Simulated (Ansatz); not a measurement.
**Effect of uniaxial strain ε_zz = +4.85 % on ZnTe**

The parent structure is ZnTe in the zinc blende structure (space group F-43m, No. 216; a = 6.113 Å). Axes: x, y, z lie along the cube axes.

It is then changed as follows: the cell is stretched by 4.85 % along z with no lateral relaxation, atoms relaxed at fixed cell.

Computed with r2SCAN, PAW, 500 eV (Ansatz, a first-principles code; scalar-relativistic without spin-orbit coupling). Settings: 9×9×9 k-points, 0.05 eV Fermi–Dirac smearing.

- Volume per atom: 29.95 Å³ (base 28.56 Å³)
- Space group: I-4m2 (No. 119) (base F-43m (No. 216))
- Shortest interatomic distance: 2.691 Å (base 2.647 Å)
- Energy relative to the base (free energy F): +14 meV/atom
- Band gap: 1.48 eV (base 1.79 eV)
- Gap character: direct at Γ (base direct at Γ)
- Electron mass: 0.10 mₑ (at Γ) (base 0.11 mₑ (at Γ))
- Valence-band top at Γ (three highest levels, from the VBM): 0.00, 0.00, -0.20 eV (base 0.00, 0.00, 0.00 eV)
- Valley order (the lowest conduction-band minima on the path, energy above the VBM, named in the base's zone): Γ 1.48 eV; L along [111] 2.05 eV; a point along [010], about 0.9 Å⁻¹ from Γ 2.42 eV; a point along [001], about 0.9 Å⁻¹ from Γ 2.80 eV (base Γ 1.79 eV; L along ⟨111⟩ 2.20 eV; a point along ⟨100⟩, about 0.9 Å⁻¹ from Γ 2.54 eV)
- Stress (xx, yy, zz, yz, xz, xy; compression positive): (-1.57, -1.57, -3.25, 0.00, 0.00, 0.00) GPa

Final structure:

```yaml
crystal:
  lattice:
    - [0.00000, 3.05670, 3.20495]
    - [3.05670, 0.00000, 3.20495]
    - [3.05670, 3.05670, 0.00000]
  atoms:
    - { symbol: Te, position: [0.75000, 0.75000, 0.75000] }
    - { symbol: Zn, position: [0.00000, 0.00000, 0.00000] }
```

Cost of the whole job for the changed cell (relaxation, final SCF and bands): roughly 70 core-seconds.

Spin-orbit coupling, missing from the scalar runs, can matter with Te. Masses are band curvatures over ±0.01 Å⁻¹ around the edge. Whether these cells are dynamically stable was not tested. k-point labels follow each cell's own Brillouin zone.
